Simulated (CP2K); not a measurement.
Crystal: RuS2 (Laurite).

```xyz
12
Lattice="5.6106 0.0000 0.0000 0.0000 5.6106 0.0000 0.0000 0.0000 5.6106" Properties=species:S:1:pos:R:3 pbc="T T T"
Ru    0.0000    2.8053    2.8053
Ru    2.8053    2.8053    0.0000
Ru    2.8053    0.0000    2.8053
Ru    0.0000    0.0000    0.0000
S     2.1787    0.6266    4.9840
S     0.6266    4.9840    2.1787
S     4.9840    2.1787    0.6266
S     3.4319    3.4319    3.4319
S     3.4319    4.9840    0.6266
S     4.9840    0.6266    3.4319
S     0.6266    3.4319    4.9840
S     2.1787    2.1787    2.1787
```

Program: CP2K 2026.2. Alike in all runs: task band structure; no spin polarisation; cell as given; k mesh 5 × 5 × 5.

Question: Order these runs on this cell by their pressure, lowest first.
A. level LDA; potentials or basis GTH_POTENTIALS Ru GTH-PADE-q16, S GTH-PADE-q6; TZVP-MOLOPT-PBE-GTH basis; smearing fermi-dirac 0.01 eV; points a segment of the path (NPOINTS) 10; bands added on the path 4; CUTOFF of the grids 450 Ry
B. level PBEsol; potentials or basis POTENTIAL_UZH Ru GTH-PBE-q16, S GTH-PBE-q6; TZVP-MOLOPT-PBE-GTH basis; smearing fermi-dirac 0.1 eV; points a segment of the path (NPOINTS) 8; bands added on the path 6; CUTOFF of the grids 450 Ry
C. level r2SCAN; potentials or basis POTENTIAL_UZH Ru GTH-SCAN-q16, S GTH-SCAN-q6; TZVP-MOLOPT-SCAN-GTH basis; smearing fermi-dirac 0.05 eV; points a segment of the path (NPOINTS) 6; bands added on the path 2; CUTOFF of the grids 675 Ry

Answer: A (-4.9 GPa), B (-0.5 GPa), C (7.7 GPa).

Caveats: the basis of atomic orbitals isn't converged, which shifts pressures, moduli and gaps; the potentials were made for another functional, which shifts forces and pressure (some runs).

Runs at the PBE level aren't shown here.
